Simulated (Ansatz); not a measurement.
# I (Cmce) in Ansatz: settings compared

Aim: see how the results for I move with the level of theory and the settings. Levels: LDA, PBE. Tasks: phonons, elastic constants, Born charges and dielectric tensor.

All numbers are computed with Ansatz 0.2.0; they aren't measurements. Logs are shortened: lines on timing, memory, paths and dates and some standing lists are left out, and cuts for length are marked.

## Step 1: Starting point

Symmetry: Cmce, No. 64, orthorhombic system. Conventional cell: a = 7.270 Å, b = 4.790 Å, c = 9.793 Å, α = 90.00°, β = 90.00°, γ = 90.00°. I (site symmetry m) has 1 I at 2.68 Å as nearest neighbours.

## Step 2: Phonons, LDA

input.yaml

```yaml
crystal:
  lattice:
    - [3.635035, -2.39502, 0.0]
    - [3.635035, 2.39502, 0.0]
    - [0.0, 0.0, 9.79344]
  atoms:
    - { symbol: I, position: [0.6493, 0.3507, 0.3844] }
    - { symbol: I, position: [0.1493, 0.8507, 0.1156] }
    - { symbol: I, position: [0.3507, 0.6493, 0.6156] }
    - { symbol: I, position: [0.8507, 0.1493, 0.8844] }
hamiltonian:
  xc: lda
  pseudopotentials: { kind: paw }
kpoints:
  mp_grid: { grid: [5, 5, 3] }
scf:
  occupations: { method: fixed }
phonons:
  method: dfpt
  dielectric: true
  rigid_motions: translations
```

Potentials or basis: Ansatz PAW.

Run with:

```
ansatz run input.yaml --threads 2 --pin off --max-ram 5632MiB --backend cpu --events-out ev --progress --plain --runs-dir out
```

What it wrote:

```text
Warning: RAYON_NUM_THREADS=2 ignored (pool sized by the plan → 2); use --threads N
Engine: ansatz 0.2.0, x86_64-unknown-linux-gnu
Pseudopotentials: kind: paw
Pseudopotential: I, paw, valence charge 17, recommended cutoff 420 eV (normal), I.paw.azcp
Functional definition: SPW92
  exchange = slater_x
  correlation = pw_c
Crystal: 4 atoms, lattice volume = 170.523 Å³
Basis set: ecut = 420 eV, 3337 PW (Γ), exchange–correlation on 60×60×144 points (8 copies of the dense FFT grid, shifted against one another)
Bands: 41, of which v1, the nominal top of the filled ones, is band 34 counted from 1 (33 counted from 0)
Symmetry: 8 space group operations
k-points: 38 of 75 (irreducible under 1 space group operation, time reversal used)
Non-local potential: I, projectors of the file, l = 0: 2, l = 1: 2, l = 2: 2, l = 3: 2
PAW form: soft (Blöchl's): semilocal exchange-correlation on the pseudo side does not see the compensation charge
PAW frozen core: I, regenerated for the run's functional, and the local potential with it (the file was generated under x = pbe(κ = 0.804, μ = 0.2195149727645171), c = pbe(β = 0.06672455060314922))
PAW one-centre angular grid: I, 590 points (default); XC on 64 Gauss nodes
Initial density: superposition of atomic densities (neutral atoms: chi_scale 0, normalization atom), corrected by the library's trained network
Initial wavefunctions: pseudopotential atomic-orbital guess
Functional: x = slater, c = lda
SCF iter   1: F=—  HF=-29423.134199 eV  |F-HF|=—  |Δ(HF+E_count)|=         —  Δρ=4.08e-3  dr2=9.48e-3  ethr=1.77e-3  ⟨swp⟩=5.4  Hψ=5450  notcnv=0  defer=190
preconditioner: auto → Resta (q_TF=auto, 2.341 Å⁻¹)  ε∞=3.2  [insulator: Δε(μ)=1.220 eV  Ē_g=10.126 eV  n_scr=36 (ndim 8)  ℏωp=15.0 eV  f_vac=0.064  ε∞_Penn≈3.2]
SCF iter   2: F=—  HF=-29423.135291 eV  |F-HF|=—  |Δ(HF+E_count)|=   1.09e-3  Δρ=2.11e-3  dr2=3.04e-3  ethr=1.39e-5  ⟨swp⟩=2.8  Hψ=2413  notcnv=0  defer=190
SCF iter   3: F=—  HF=-29423.135312 eV  |F-HF|=—  |Δ(HF+E_count)|=   2.13e-5  Δρ=3.60e-4  dr2=3.42e-4  ethr=4.47e-6  ⟨swp⟩=4.0  Hψ=2933  notcnv=0  defer=190
SCF iter   4: F=—  HF=-29423.135250 eV  |F-HF|=—  |Δ(HF+E_count)|=   6.22e-5  Δρ=1.16e-4  dr2=3.46e-5  ethr=5.03e-7  ⟨swp⟩=3.0  Hψ=2863  notcnv=0  defer=190
SCF iter   5: F=—  HF=-29423.135248 eV  |F-HF|=—  |Δ(HF+E_count)|=   2.08e-6  Δρ=2.84e-5  dr2=2.35e-6  ethr=5.09e-8  ⟨swp⟩=2.0  Hψ=1877  notcnv=0  defer=190
SCF iter   6: F=—  HF=-29423.135249 eV  |F-HF|=—  |Δ(HF+E_count)|=   7.32e-7  Δρ=6.76e-6  dr2=1.42e-7  ethr=3.46e-9  ⟨swp⟩=3.0  Hψ=2822  notcnv=0  defer=190
SCF iter   7: F=—  HF=-29423.135249 eV  |F-HF|=—  |Δ(HF+E_count)|=   1.08e-8  Δρ=1.86e-6  dr2=1.04e-8  ethr=2.08e-10  ⟨swp⟩=3.0  Hψ=2982  notcnv=0  defer=190
SCF iter   8: F=—  HF=-29423.135249 eV  |F-HF|=—  |Δ(HF+E_count)|=   3.12e-9  Δρ=2.96e-7  dr2=1.45e-10  ethr=1.52e-11  ⟨swp⟩=3.0  Hψ=3160  notcnv=0  defer=190
SCF iter   9: F=-29423.135249 eV  HF=-29423.135249 eV  |F-HF|=7.28e-12  |Δ(HF+E_count)|=  2.91e-11  Δρ=6.78e-8  dr2=9.94e-12  ethr=1.00e-12  ⟨swp⟩=19.5  Hψ=11065  notcnv=0
SCF 1 converged in 9 iterations: F = -29423.135249 eV  dr2 = 9.94e-12
NSCF: frozen V_eff on 9 k-points
DFPT response loops at Γ: preconditioner auto → Resta (q_TF=auto, 2.341 Å⁻¹)  ε∞=7.0 (no band partly filled); β = 1.00, the filter's whole step (`scf.mixing.beta` (0.50) is not read by the response loops at its default; to damp them type it under 1.00, their step now; it binds the ground state too); Broyden in place of MSR1
── the response to a field inside a basis, on 12×12×6 k-points: an SCF that follows is theirs, and a resumed run solves both again ──
Bands: 35, of which v1, the nominal top of the filled ones, is band 34 counted from 1 (33 counted from 0)
k-points: 126 of 864
Initial density: handed on by an earlier stage of this run
Initial wavefunctions: pseudopotential atomic-orbital guess (no wavefunctions were taken with the density)
Eigensolver: Dense (126 Hₖ)
SCF iter   1: F=—  HF=-29423.107354 eV  |F-HF|=—  |Δ(HF+E_count)|=         —  Δρ=8.33e-5  dr2=4.54e-6  ethr=1.00e-1
preconditioner: auto → Resta (q_TF=auto, 2.341 Å⁻¹)  ε∞=6.4  [insulator: Δε(μ)=1.218 eV  Ē_g=6.495 eV  n_scr=36 (ndim 8)  ℏωp=15.0 eV  f_vac=0.046  ε∞_Penn≈6.4]
SCF iter   2: F=—  HF=-29423.107356 eV  |F-HF|=—  |Δ(HF+E_count)|=   1.97e-6  Δρ=4.62e-5  dr2=1.67e-6  ethr=6.67e-9
SCF iter   3: F=-29423.107357 eV  HF=-29423.107357 eV  |F-HF|=1.43e-8  |Δ(HF+E_count)|=   1.07e-6  Δρ=5.36e-6  dr2=6.57e-8  ethr=2.46e-9
SCF 1 converged in 3 iterations: F = -29423.107357 eV  dr2 = 6.57e-8
DFPT response loops at Γ: mixed as the last ones told, above
WARN: field response: ε∞ stands inside a basis, on 12×12×6 points; the force constants stand on the 5×5×3 k-mesh, whose period is 9.97 times the interband length at k = (0.2000, -0.2000, 0.3333), direct gap 1.743 eV, under 14: take them and everything formed from them as unconverged, and compare with a denser kpoints.mp_grid
SCF converged after 9 iterations
Free energy (F): -29423.135249 eV
Harris-Foulkes:  -29423.135249 eV  (|F-HF|=7.28e-12)
Internal energy: -29423.135249 eV  (E = F + TS)
E sigma→0 (E₀):  -29423.135249 eV
Fermi energy:    4.570983 eV
--- Per-component energies (eV) ---
  E_band       = -1609.442054
  E_kinetic    = 757.782356
  E_local      = -8245.205916  (includes V_loc(G=0)·N_el)
  E_nonlocal   = -347.083910
  E_hartree    = 4203.361259
  E_xc         = -508.274964
  E_vxc        = -513.213120  (∫ρ·V_xc dr)
  E_paw        = -18633.896860  (= ΣΔE_a)
  E_vpaw       = -1668.444240  (= ΣTr[D̂ρ^β])
  E_aug_tail   = 0.000242  (compensation charges beyond the density's cutoff)
  E_ewald      = -6652.942316
  E_core_change = 3.124860  (= ΣΔE_core)
  E_smearing   = -0.000000  (= −TS)
  E_closure    = 0.000000  (closes the sum)
  Σ components = -29423.135249   (vs F -29423.135249, Δ=0.00e0)
--- Band table (eV; the first three rows and the last of 38) ---
  k-point 0: bands = ["-40.2673", "-40.2641", "-40.1506", "-40.1477", "-40.1402", "-40.1375", "-40.1078", "-40.1055", "-40.0852", "-40.0849", "-40.0528", "-40.0525", "-39.7946", "-39.7942", "-39.7930", "-39.7924", "-39.7917", "-39.7914", "-39.7891", "-39.7884", "-9.1005", "-8.6408", "-7.0561", "-6.1130", "-0.0105", "1.3462", "2.7873", "2.8248", "3.3274", "3.4205", "3.4525", "4.0097", "4.5134", "4.5710", "5.8800", "6.7274", "9.5575", "9.6941", "9.8350", "11.4719", "11.7240"]
  k-point 1: bands = ["-40.2665", "-40.2649", "-40.1498", "-40.1484", "-40.1396", "-40.1383", "-40.1072", "-40.1061", "-40.0851", "-40.0849", "-40.0527", "-40.0526", "-39.7945", "-39.7943", "-39.7928", "-39.7925", "-39.7916", "-39.7914", "-39.7889", "-39.7886", "-9.0109", "-8.7892", "-6.7984", "-6.3365", "0.2769", "0.9174", "2.9391", "3.1924", "3.2984", "3.3568", "3.4192", "3.7838", "4.5300", "4.5586", "5.9505", "6.3655", "9.8744", "10.0564", "10.1459", "11.1354", "11.4820"]
  k-point 2: bands = ["-40.2669", "-40.2643", "-40.1503", "-40.1480", "-40.1400", "-40.1377", "-40.1076", "-40.1058", "-40.0851", "-40.0849", "-40.0528", "-40.0525", "-39.7945", "-39.7942", "-39.7928", "-39.7923", "-39.7916", "-39.7913", "-39.7891", "-39.7886", "-8.9820", "-8.5960", "-6.9638", "-6.2093", "0.0014", "1.0252", "2.1297", "2.2524", "3.0503", "3.1612", "3.9029", "4.1983", "4.3333", "4.3618", "5.9370", "6.5695", "10.2438", "10.2685", "10.5237", "11.1842", "11.5251"]
  k-point 37: bands = ["-40.2658", "-40.2653", "-40.1494", "-40.1490", "-40.1390", "-40.1386", "-40.1069", "-40.1065", "-40.0851", "-40.0850", "-40.0527", "-40.0525", "-39.7943", "-39.7942", "-39.7923", "-39.7922", "-39.7913", "-39.7913", "-39.7891", "-39.7890", "-8.6190", "-8.5762", "-6.6109", "-6.5375", "0.2442", "0.3533", "1.4538", "1.6131", "2.1413", "2.3403", "3.6400", "3.9457", "4.1754", "4.3924", "6.1956", "6.4458", "10.6780", "11.0302", "11.6299", "12.1411", "12.4327"]
--- Phonons (Γ-DFPT): 3 representative perturbations + reference, on 38 of 75 k-points (Σ response iterations 10) ---
  k mesh reduced under 1 symmetry operation, with k and −k counted as one. Each operation leaves every solved perturbation unchanged. A smaller set is not considered because the run solves the response to a homogeneous field
  ASR residual: 5.187e-5 → 0.000e0 eV/Å²; symmetrization residual: 8.383e-6 eV/Å²
  ASR residual per site (eV/Å²): 5.19e-5 5.19e-5 5.19e-5 5.19e-5
  Γ frequencies (cm⁻¹): -32.32 0.00 0.00 0.00 20.14 30.71 41.15 45.15 54.20 63.91 192.25 205.13
  ε∞ (high-frequency dielectric tensor):
        3.408220    -0.000000    -0.000000
       -0.000000     7.815008     0.000000
       -0.000000     0.000000    14.621580
  softest optical mode at Γ: -32.32 cm⁻¹; the repairs (sum rule, projections) moved no ω² at Γ by more than (0.58 cm⁻¹)²
  Born effective charges Z* (e; rows j = field, columns β = displacement):
    site 0:
         0.00000   -0.00000   -0.00000
        -0.00000    0.00000    1.12408
        -0.00000    1.90238    0.00000
    site 1:
        -0.00000    0.00000    0.00000
         0.00000   -0.00000   -1.12408
         0.00000   -1.90238   -0.00000
    site 2:
         0.00000   -0.00000   -0.00000
        -0.00000    0.00000    1.12408
        -0.00000    1.90238    0.00000
    site 3:
        -0.00000    0.00000    0.00000
         0.00000   -0.00000   -1.12408
         0.00000   -1.90238   -0.00000
  Z* charge neutrality: 1.659e-3 e pre-enforcement
  solved inside a basis spanned on kpoints, on 12×12×6 k-points, its susceptibility summed on 18×18×8: ε∞ is read to err by 4.5e-2, Z* by 1.8e-2 e (field_mesh: kpoints solves on kpoints); Z* is corrected for what the basis lacks
  optical modes at Γ without the LO–TO term, one row a degenerate level:
      ω (cm⁻¹)  modes    IR ((D/Å)²/amu)
        -32.32      1             2.6317
         20.14      1             0.0000
         30.71      1             0.0000
         41.15      1             0.9188
         45.15      1             0.0000
         54.20      1             0.0000
         63.91      1             0.0000
        192.25      1             0.0000
        205.13      1             0.0000
  optical modes at Γ + LO–TO along q̂ = [1.0000, 0.0000, 0.0000]:
      ω (cm⁻¹)  modes    IR ((D/Å)²/amu)
        -32.32      1             2.6317
         20.14      1             0.0000
         30.71      1             0.0000
         41.15      1             0.9188
         45.15      1             0.0000
         54.20      1             0.0000
         63.91      1             0.0000
        192.25      1             0.0000
        205.13      1             0.0000
  optical modes at Γ + LO–TO along q̂ = [0.0000, 1.0000, 0.0000]:
      ω (cm⁻¹)  modes    IR ((D/Å)²/amu)
        -32.32      1             2.6317
         20.14      1             0.0000
         30.71      1             0.0000
         45.15      1             0.0000
         54.20      1             0.0000
         56.25      1             0.9188
         63.91      1             0.0000
        192.25      1             0.0000
        205.13      1             0.0000
  optical modes at Γ + LO–TO along q̂ = [0.0000, 0.0000, 1.0000]:
      ω (cm⁻¹)  modes    IR ((D/Å)²/amu)
         20.14      1             0.0000
         30.71      1             0.0000
         34.74      1             2.6317
         41.15      1             0.9188
         45.15      1             0.0000
         54.20      1             0.0000
         63.91      1             0.0000
        192.25      1             0.0000
        205.13      1             0.0000
```

Wall time 97 s (2 threads of AMD EPYC 9R45 (Zen 5), shared host); peak memory 1.8 GiB.

Results:

```yaml
Free_energy: -29423.1352 eV
Band_gap_on_the_k_mesh: 1.24 eV, indirect (least direct gap 1.31 eV)
Electronic_dielectric_tensor_diagonal: 3.41, 7.82, 14.62
Born_charges_mean_of_the_diagonal: I +0.00 e
Highest_phonon_frequency_at_Γ: 205 cm⁻¹
Most_unstable_mode: 32i cm⁻¹
```

Phonon frequencies in cm⁻¹ (negative: imaginary):
| q point | frequencies |
| --- | --- |
| (0.000, 0.000, 0.000) | -32 0 0 0 20 31 41 45 54 64 192 205 |

Electronic dielectric tensor:
```
 3.41  0.00  0.00
 0.00  7.82  0.00
 0.00  0.00 14.62
```

Born effective charge tensors (e):
atom 1, I
```
0.00 0.00 0.00
0.00 0.00 1.12
0.00 1.90 0.00
```
atom 2, I
```
 0.00  0.00  0.00
 0.00  0.00 -1.12
 0.00 -1.90  0.00
```
atom 3, I
```
0.00 0.00 0.00
0.00 0.00 1.12
0.00 1.90 0.00
```
atom 4, I
```
 0.00  0.00  0.00
 0.00  0.00 -1.12
 0.00 -1.90  0.00
```

Caveat: some modes are imaginary; odd divisions of the mesh miss points on the zone boundary, where band edges often lie, so the gap on the mesh can be too wide; spin-orbit coupling is left out, which moves the levels of the heavy elements; the PAW data sets come from PBE, with cores solved anew for the run's functional, which leaves a small shift of forces and pressure.

(Part 1 of 3 ends here.)
